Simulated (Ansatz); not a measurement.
Zn:

```xyz
2
Lattice="2.6700 0.0000 0.0000 -1.3350 2.3123 0.0000 0.0000 0.0000 4.9660" Properties=species:S:1:pos:R:3 pbc="T T T"
Zn    1.3350    0.7708    3.7245
Zn    0.0000    1.5415    1.2415
```

Base run:

```yaml
Program: Ansatz 0.2.0
Functional: PBE
Potentials_or_basis: all-electron LAPW, scalar-relativistic
Cutoff: 264 eV
Density_cutoff: 1055 eV
Basis_error_allowed: 0.001 eV/atom
k_mesh: 11 × 11 × 6
Occupations: fermi-dirac, width 0.05 eV
Spin: no spin polarisation
```

Its results: pressure -0.7 GPa.

Problem. The run is repeated on the same cell with these changes: functional from PBE to LDA. What comes out?

Solution. Pressure -9.1 GPa.

LDA binds more tightly than PBE, so the same cell stands under less pressure.

Not every run made on this cell is shown here.
